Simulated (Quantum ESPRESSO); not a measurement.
## TiB2 under changes of volume

One of the cells (8.552 Å³/atom); the others are scaled copies at fixed shape and fractional positions:

```
Ti B
1.0
     3.02920    0.00000    0.00000
    -1.51460    2.62336    0.00000
     0.00000    0.00000    3.22840
Ti B
1 2
Direct
  0.00000 0.00000 0.00000
  0.66667 0.33333 0.50000
  0.33333 0.66667 0.50000
```

| Quantity | Value |
| --- | --- |
| Program | Quantum ESPRESSO 7.5 |
| Functional | PBEsol |
| Potentials or basis | PseudoDojo 0.4.1 SR PBEsol standard |
| Cutoff | 1143 eV |
| Density cutoff | 4572 eV |
| k mesh | 10 × 10 × 8 |
| Occupations | fermi-dirac, width 0.05 eV |
| Spin | no spin polarisation |

```csv
volume (Å³/atom),energy over the lowest point (meV/atom),pressure (GPa)
8.039,13.72,12.7
8.210,3.63,6.3
8.381,0.00,0.6
8.552,2.23,-4.7
8.723,9.77,-9.4
8.894,22.12,-13.7
9.065,?,?
```

What does the run at 9.065 Å³/atom give?

Energy over the lowest point 38.84 meV/atom; pressure -17.6 GPa.

Worked out: A Birch-Murnaghan fit of order 3 (a polynomial in V^(-2/3)) to the other rows has its minimum at 8.40 Å³/atom with B0 = V·E''(V) = 267 GPa and B' = 3.8 at fixed shape and positions, which overstates the stiffness. It gives 38.84 meV/atom at 9.065 Å³/atom, against the run's 38.84, and -dE/dV = -17.6 GPa, against -17.6.

Energies are extrapolated to zero smearing.
